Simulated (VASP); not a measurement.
# RbCl (Fm-3m) in VASP: a series of runs

One crystal, RbCl, is run at these levels: RPBE, SCAN0, vdW-DF-cx; tasks: single point, relaxation of cell and atoms.

All numbers are computed with VASP 6.6.1; they aren't measurements. Logs are shortened: lines on timing, memory, paths and dates and some standing lists are left out, and cuts for length are marked.

**1. Starting point**

Symmetry: Fm-3m, No. 225, cubic system. The conventional cell has a = 6.548 Å, b = 6.548 Å, c = 6.548 Å, α = 90.00°, β = 90.00°, γ = 90.00°. Rb (site symmetry m-3m) is surrounded by 6 Cl at 3.27 Å. Cl (site symmetry m-3m) is surrounded by 6 Rb at 3.27 Å.

**2. Single point, RPBE**

INCAR reads:

```
  PREC = Accurate
  ENCUT = 520
  EDIFF = 1E-7
  ISMEAR = 0
  SIGMA = 0.1
  LREAL = F
  LASPH = T
  NELM = 80
  ALGO = Normal
  ISIF = 2
  LWAVE = F
  LCHARG = F
  GGA = RP
  NBANDS = 15
```

KPOINTS reads:

```
regular mesh
0
Gamma
  7 7 7
```

POSCAR reads:

```
RbCl
4.6301
    0.000000000000      0.707112157405      0.707112157405
    0.707112157405      0.000000000000      0.707112157405
    0.707112157405      0.707112157405      0.000000000000
Rb Cl
1 1
Direct
    0.0000000000      0.0000000000      0.0000000000
    0.5000000000      0.5000000000      0.5000000000
```

Potentials or basis: VASP PAW PBE potentials, release 64 (Rb_sv, Cl).

Run with:

```
$ cat potpaw_PBE.64/Rb_sv/POTCAR potpaw_PBE.64/Cl/POTCAR > POTCAR
$ mpirun -np 1 vasp_std > vasp.out
```

OUTCAR:

```text
PREC = Accurate
   ENCUT = 520
   EDIFF = 1E-7
   ISMEAR = 0
   LREAL = F
   LASPH = T
   NELM = 80
   ISIF = 2
   GGA = RP

 ion  position               nearest neighbor table
   1  0.000  0.000  0.000-   2 3.27   2 3.27   2 3.27   2 3.27   2 3.27   2 3.27
   2  0.500  0.500  0.500-   1 3.27   1 3.27   1 3.27   1 3.27   1 3.27   1 3.27

  LATTYP: Found a face centered cubic cell.
 ALAT       =     6.5480000000

  Lattice vectors:

 A1 = (   0.0000000000,   3.2740000000,   3.2740000000)
 A2 = (   3.2740000000,   0.0000000000,   3.2740000000)
 A3 = (   3.2740000000,   3.2740000000,   0.0000000000)

Analysis of symmetry for initial positions (statically):
=====================================================================
 Subroutine PRICEL returns:
 Original cell was already a primitive cell.

 Routine SETGRP: Setting up the symmetry group for a
 face centered cubic supercell.

 Subroutine GETGRP returns: Found 48 space group operations
 (whereof 48 operations were pure point group operations)
 out of a pool of 48 trial point group operations.

The static configuration has the point symmetry O_h .

Analysis of symmetry for dynamics (positions and initial velocities):
=====================================================================
 Subroutine PRICEL returns:
 Original cell was already a primitive cell.

 Routine SETGRP: Setting up the symmetry group for a
 face centered cubic supercell.

 Subroutine GETGRP returns: Found 48 space group operations
 (whereof 48 operations were pure point group operations)
 out of a pool of 48 trial point group operations.

The dynamic configuration has the point symmetry O_h .

 Subroutine INISYM returns: Found 48 space group operations
 (whereof 48 operations are pure point group operations),
 and found     1 'primitive' translations

----------------------------------------------------------------------------------------

                                     Primitive cell

  volume of cell :      70.1885

  direct lattice vectors                    reciprocal lattice vectors
     0.000000000  3.274000000  3.274000000    -0.152718387  0.152718387  0.152718387
     3.274000000  0.000000000  3.274000000     0.152718387 -0.152718387  0.152718387
     3.274000000  3.274000000  0.000000000     0.152718387  0.152718387 -0.152718387

  length of vectors
     4.630135203  4.630135203  4.630135203     0.264516006  0.264516006  0.264516006

  position of ions in fractional coordinates (direct lattice)
     0.000000000  0.000000000  0.000000000
     0.500000000  0.500000000  0.500000000

  ion indices of the primitive-cell ions
   primitive index   ion index
                 1           1
                 2           2

----------------------------------------------------------------------------------------

 KPOINTS: regular mesh

Automatic generation of k-mesh.
 Grid dimensions read from file:
 generate k-points for:    7    7    7

 Generating k-lattice:

  Cartesian coordinates                     Fractional coordinates (reciprocal lattice)
    -0.021816912  0.021816912  0.021816912     0.142857143  0.000000000  0.000000000
     0.021816912 -0.021816912  0.021816912     0.000000000  0.142857143  0.000000000
     0.021816912  0.021816912 -0.021816912     0.000000000  0.000000000  0.142857143

  Length of vectors
     0.037788001  0.037788001  0.037788001

  Shift w.r.t. Gamma in fractional coordinates (k-lattice)
     0.000000000  0.000000000  0.000000000

 Subroutine IBZKPT returns following result:
 ===========================================

 Found     20 irreducible k-points:

 Following reciprocal coordinates:
            Coordinates               Weight
  0.000000  0.000000  0.000000      1.000000
  0.142857  0.000000  0.000000      8.000000
  0.285714  0.000000  0.000000      8.000000
  0.428571  0.000000  0.000000      8.000000
  0.142857  0.142857  0.000000      6.000000
  0.285714  0.142857  0.000000     24.000000
[... 12 lines left out ...]
 -0.428571  0.428571  0.142857     24.000000
 -0.285714  0.428571  0.142857     24.000000
   k-points           NKPTS =     20   k-points in BZ     NKDIM =     20   number of bands    NBANDS=     15
   number of dos      NEDOS =    301   number of ions     NIONS =      2
   total plane-waves  NPLWV =  46656
   dimension x,y,z NGX =    36 NGY =   36 NGZ =   36
   dimension x,y,z NGXF=    72 NGYF=   72 NGZF=   72
   ions per type =               1   1
   NGX,Y,Z   is equivalent  to a cutoff of  12.93, 12.93, 12.93 a.u.
   NGXF,Y,Z  is equivalent  to a cutoff of  25.85, 25.85, 25.85 a.u.
 SYSTEM =  unknown system
   PREC   = accura    normal or accurate (medium, high low for compatibility)
   ISTART =      0    job   : 0-new  1-cont  2-samecut
   ICHARG =      2    charge: 1-file 2-atom 10-const
   ISPIN  =      1    spin polarized calculation?
   LNONCOLLINEAR =      F non collinear calculations
   LSORBIT =      F    spin-orbit coupling
   LASPH  =      T    aspherical Exc in radial PAW
   ENCUT  =  520.0 eV  38.22 Ry    6.18 a.u.   8.61  8.61  8.61*2*pi/ulx,y,z
   NELM   =     80;   NELMIN=  2; NELMDL= -5     # of ELM steps
   EDIFF  = 0.1E-06   stopping-criterion for ELM
   LREAL  =      F    real-space projection
   EDIFFG = 0.1E-05   stopping-criterion for IOM
   NSW    =      0    number of steps for IOM
   IBRION =     -1    ionic relax: 0-MD 1-quasi-New 2-CG
   NFREE  =      0    steps in history (QN), initial steepest desc. (CG)
   ISIF   =      2    stress and relaxation
   ISYM   =      2    0-nonsym 1-usesym 2-fastsym
   POTIM  = 0.5000    time-step for ionic-motion
   TEBEG  =    0.0;   TEEND  =   0.0 temperature during run
   PSTRESS=    0.0 pullay stress
   NELECT =      16.0000    total number of electrons
   NUPDOWN=      -1.0000    fix difference up-down
   EMIN   =  10.00;   EMAX   =-10.00  energy-range for DOS
   EFERMI =   0.00;   METHOD = LEGACY
   ISMEAR =     0;   SIGMA  =   0.10  broadening in eV -4-tet -1-fermi 0-gaus
   EFERMI_NEDOS =   21; number of points for ismear=-14 and -15
   IALGO  =     38    algorithm
   IMIX   =      4    mixing-type and parameters
     AMIX     =   0.40;   BMIX     =  1.00
     AMIX_MAG =   1.60;   BMIX_MAG =  1.00
  volume/ion in A,a.u.               =      35.09       236.83
  Fermi-wavevector in a.u.,A,eV,Ry     =   1.000060  1.889840 13.607465  1.000120
  Thomas-Fermi vector in A             =   2.132392
   LORBIT       =      0    0 simple, 1 ext, 2 COOP (PROOUT), +10 PAW based schemes
   GGA     = RP    functional components
   LHFCALC =     F    Hartree Fock is set to
   AEXX    =    0.0000 exact exchange contribution
   IVDW    =     0    specifies the selected vdW correction
   LEPSILON=     F    determine dielectric tensor
   LRPA    =     F    only Hartree local field effects (RPA)
 non-spin polarized calculation
 Gauss-broadening in eV      SIGMA  =   0.10
  energy-cutoff  :      520.00
  volume of cell :       70.19
 maximum number of plane-waves:      1917
   NGX = 17   NGY = 17   NGZ = 17

 number of electron      16.0000001 magnetization

 Free energy of the ion-electron system (eV)
  ---------------------------------------------------
  ext. energy  EPLUGINS =         0.00000000
  ---------------------------------------------------
  free energy    TOTEN  =        -6.29351472 eV

  energy without entropy =       -6.29351472  energy(sigma->0) =       -6.29351472

 E-fermi :  -1.2110     XC(G=0):  -7.0552

 val. band max:       -1.6808392157   @ k =   0.0000   0.0000   0.0000
 cond. band min:       3.7151820466   @ k =   0.0000   0.0000   0.0000
 fundamental gap:      5.3960212623
 Fermi energy:        -1.2110094271

 k-point     1 :       0.0000    0.0000    0.0000
  band No.  band energies     occupation
      1     -25.6160      2.00000
      2     -13.6914      2.00000
      3      -9.6709      2.00000
      4      -9.6709      2.00000
      5      -9.6709      2.00000
      6      -1.6808      2.00000
      7      -1.6808      2.00000
      8      -1.6808      2.00000
      9       3.7152      0.00000
     10       6.5151      0.00000
     11       6.5151      0.00000
     12       6.5151      0.00000
     13       7.4416      0.00000
     14       7.4416      0.00000
     15      10.9239      0.00000

 k-point     2 :       0.1429    0.0000    0.0000
  band No.  band energies     occupation
      1     -25.6129      2.00000
      2     -13.7044      2.00000
      3      -9.6731      2.00000
      4      -9.6731      2.00000
      5      -9.6639      2.00000
      6      -1.8680      2.00000
      7      -1.7486      2.00000
      8      -1.7486      2.00000
      9       4.1768      0.00000
     10       6.4024      0.00000
     11       6.7706      0.00000
     12       6.7706      0.00000
     13       7.7494      0.00000
     14       7.7494      0.00000
     15      11.7001      0.00000

 k-point     3 :       0.2857    0.0000    0.0000
  band No.  band energies     occupation
      1     -25.6059      2.00000
      2     -13.7333      2.00000
      3      -9.6779      2.00000
      4      -9.6779      2.00000
      5      -9.6486      2.00000
      6      -2.2306      2.00000
      7      -1.8940      2.00000
      8      -1.8940      2.00000
      9       5.2721      0.00000
     10       6.3706      0.00000
     11       7.4964      0.00000
     12       7.4964      0.00000
     13       8.5732      0.00000
     14       8.5732      0.00000
     15      11.9091      0.00000

 k-point     4 :       0.4286    0.0000    0.0000
  band No.  band energies     occupation
      1     -25.6002      2.00000
      2     -13.7562      2.00000
      3      -9.6817      2.00000
      4      -9.6817      2.00000
      5      -9.6365      2.00000
      6      -2.4817      2.00000
      7      -2.0044      2.00000
      8      -2.0044      2.00000
      9       6.2858      0.00000
     10       6.5687      0.00000
     11       8.4564      0.00000
     12       8.4564      0.00000
     13       9.6059      0.00000
     14       9.6059      0.00000
     15      10.7929      0.00000
[... 235 lines left out ...]
 k-point    18 :      -0.4286    0.2857    0.1429
  band No.  band energies     occupation
      1     -25.5971      2.00000
      2     -13.7116      2.00000
      3      -9.7863      2.00000
      4      -9.7619      2.00000
      5      -9.6601      2.00000
      6      -2.2640      2.00000
      7      -1.9839      2.00000
      8      -1.9026      2.00000
      9       6.1310      0.00000
     10       6.4776      0.00000
     11       8.0735      0.00000
     12       8.6984      0.00000
     13       9.1950      0.00000
     14       9.8124      0.00000
     15      10.3802      0.00000

 k-point    19 :      -0.4286    0.4286    0.1429
  band No.  band energies     occupation
      1     -25.5955      2.00000
      2     -13.6747      2.00000
      3      -9.8661      2.00000
      4      -9.7957      2.00000
      5      -9.6979      2.00000
      6      -2.0583      2.00000
      7      -1.9421      2.00000
      8      -1.8299      2.00000
      9       5.3642      0.00000
     10       6.8363      0.00000
     11       7.8801      0.00000
     12       8.7430      0.00000
     13       9.0630      0.00000
     14       9.9181      0.00000
     15      10.5541      0.00000

 k-point    20 :      -0.2857    0.4286    0.1429
  band No.  band energies     occupation
      1     -25.5950      2.00000
      2     -13.6851      2.00000
      3      -9.8604      2.00000
      4      -9.8059      2.00000
      5      -9.6634      2.00000
      6      -2.1350      2.00000
      7      -1.9219      2.00000
      8      -1.9140      2.00000
      9       5.9875      0.00000
     10       6.6831      0.00000
     11       7.9377      0.00000
     12       8.0823      0.00000
     13       9.7653      0.00000
     14       9.8662      0.00000
     15      11.0214      0.00000

------------------------ aborting loop because EDIFF is reached ----------------------------------------

  FORCE on cell =-STRESS in cart. coord.  units (eV):
  Direction    XX          YY          ZZ          XY          YZ          ZX
  --------------------------------------------------------------------------------------
  -------------------------------------------------------------------------------------
  Total        1.1592602      1.1592602      1.1592602      0.0000000      0.0000000     -0.0000000
  in kB       26.4621715     26.4621715     26.4621715      0.0000000      0.0000000     -0.0000000
  external PRESSURE =      26.4621715 kB  Pullay stress =       0.0000000 kB

 VOLUME and BASIS-vectors are now :
 -----------------------------------------------------------------------------
  energy-cutoff  :      520.00
  volume of cell :       70.19
      direct lattice vectors                 reciprocal lattice vectors
     0.000000000  3.274000000  3.274000000    -0.152718387  0.152718387  0.152718387
     3.274000000  0.000000000  3.274000000     0.152718387 -0.152718387  0.152718387
     3.274000000  3.274000000  0.000000000     0.152718387  0.152718387 -0.152718387

 POSITION                                       TOTAL-FORCE (eV/Angst)
 -----------------------------------------------------------------------------------
      0.00000      0.00000      0.00000        -0.000000     -0.000000      0.000000
      3.27400      3.27400      3.27400         0.000000      0.000000     -0.000000
 -----------------------------------------------------------------------------------
    total drift:                                0.000000      0.000000      0.000000

  FREE ENERGIE OF THE ION-ELECTRON SYSTEM (eV)
  ---------------------------------------------------
  free  energy   TOTEN  =        -6.2935147209 eV

  energy  without entropy=       -6.2935147209  energy(sigma->0) =       -6.29351472
```

Run time: 33 s. Hardware: 1 thread of Intel Xeon Platinum 8375C at 2.90GHz (Ice Lake), shared host; peak memory 0.2 GiB.

What came out:

```yaml
Free_energy: -6.2935 eV
Pressure: 2.6 GPa
Band_gap_on_the_k_mesh: 5.40 eV, direct
```

Levels at points of the mesh, in eV from the valence-band top:
```
           k point  band 4  band 5  band 6  band 7  band 8  band 9  band 10  band 11  band 12  band 13
(0.00, 0.00, 0.00)   -7.99   -7.99    0.00    0.00    0.00    5.40     8.20     8.20     8.20     9.12
```

Caveat: the PAW data sets were made with another functional, which shifts forces and pressure a little; an odd mesh through Γ misses points on the zone boundary, where band edges often lie. As with any semilocal functional, this RPBE gap is likely too small.

**3. Single point, RPBE**

run.py reads:

```python
from ase.calculators.vasp import Vasp
from ase.dft.bandgap import bandgap
from ase.io import read

atoms = read('RbCl.cif')
calc = Vasp(
    directory='calc',
    xc='rpbe',
    pp='PBE',
    setups='recommended',
    prec='Accurate',
    encut=520,
    ediff=1e-06,
    ismear=0,
    sigma=0.1,
    lreal=False,
    lasph=True,
    nelm=100,
    algo='Normal',
    isif=2,
    lwave=False,
    lcharg=False,
    kpts=[7, 7, 7],
    gamma=True,
)
atoms.calc = calc

print('energy (eV):', atoms.get_potential_energy())
print('free energy (eV):', atoms.get_potential_energy(force_consistent=True))
print('forces (eV/A):')
print(atoms.get_forces())
print('stress (eV/A^3, Voigt):', atoms.get_stress())
print('Fermi level (eV):', calc.get_fermi_level())
gap, top, bottom = bandgap(calc)
print('band gap (eV):', gap, 'from (spin, k, band)', top, 'to', bottom)
```

RbCl.cif reads:

```cif
data_RbCl
_cell_length_a 4.63013520
_cell_length_b 4.63013520
_cell_length_c 4.63013520
_cell_angle_alpha 60.00000000
_cell_angle_beta 60.00000000
_cell_angle_gamma 60.00000000
_space_group_name_H-M_alt 'P1'
_space_group_name_Hall 'P 1'
_space_group_IT_number 1
loop_
_space_group_symop_operation_xyz
'x,y,z'
loop_
_atom_site_label
_atom_site_type_symbol
_atom_site_symmetry_multiplicity
_atom_site_Wyckoff_symbol
_atom_site_fract_x
_atom_site_fract_y
_atom_site_fract_z
_atom_site_occupancy
Rb1 Rb 1 a 0.0000000000 0.0000000000 0.0000000000 1
Cl1 Cl 1 a 0.5000000000 0.5000000000 0.5000000000 1
```

Potentials or basis: VASP PAW PBE potentials, release 64 (Rb_sv, Cl).

Run with:

```
$ python run.py
```

The log of the run:

```text
energy (eV): -6.29351444
free energy (eV): -6.29351444
forces (eV/A):
[[ 0.  0.  0.]
 [-0. -0.  0.]]
stress (eV/A^3, Voigt): [-0.01650457 -0.01650457 -0.01650457 -0.         -0.         -0.        ]
Fermi level (eV): -1.24759898
band gap (eV): 5.3953999999999995 from (spin, k, band) (0, np.int64(0), np.int64(7)) to (0, np.int64(0), np.int64(8))
```

OUTCAR:

```text
ENCUT = 520.000000
   EDIFF = 1.00e-06
   GGA = RP
   PREC = Accurate
   ISIF = 2
   ISMEAR = 0
[... 515 lines left out ...]
      0.00000      0.00000      0.00000         0.000000      0.000000      0.000000
      4.63014      2.67321      1.89024        -0.000000     -0.000000      0.000000
 -----------------------------------------------------------------------------------
    total drift:                                0.000000      0.000000      0.000000

  FREE ENERGIE OF THE ION-ELECTRON SYSTEM (eV)
  ---------------------------------------------------
  free  energy   TOTEN  =        -6.2935144419 eV

  energy  without entropy=       -6.2935144419  energy(sigma->0) =       -6.29351444
```

INCAR:

```text
ENCUT = 520.000000
SIGMA = 0.100000
EDIFF = 1.00e-06
ALGO = Normal
GGA = RP
PREC = Accurate
ISIF = 2
ISMEAR = 0
NELM = 100
LASPH = .TRUE.
LCHARG = .FALSE.
LWAVE = .FALSE.
LREAL = .FALSE.
```

Run time: 35 s. Hardware: 1 thread of Intel Xeon Platinum 8375C at 2.90GHz (Ice Lake), shared host; peak memory 0.2 GiB.

Results:

```
Free energy            : -6.2935 eV
Pressure               : 2.6 GPa
Band gap on the k mesh : 5.40 eV, direct
```

Caveat: the PAW data sets were made with another functional, which shifts forces and pressure a little; an odd mesh through Γ misses points on the zone boundary, where band edges often lie.

(Part 1 of 2 ends here.)
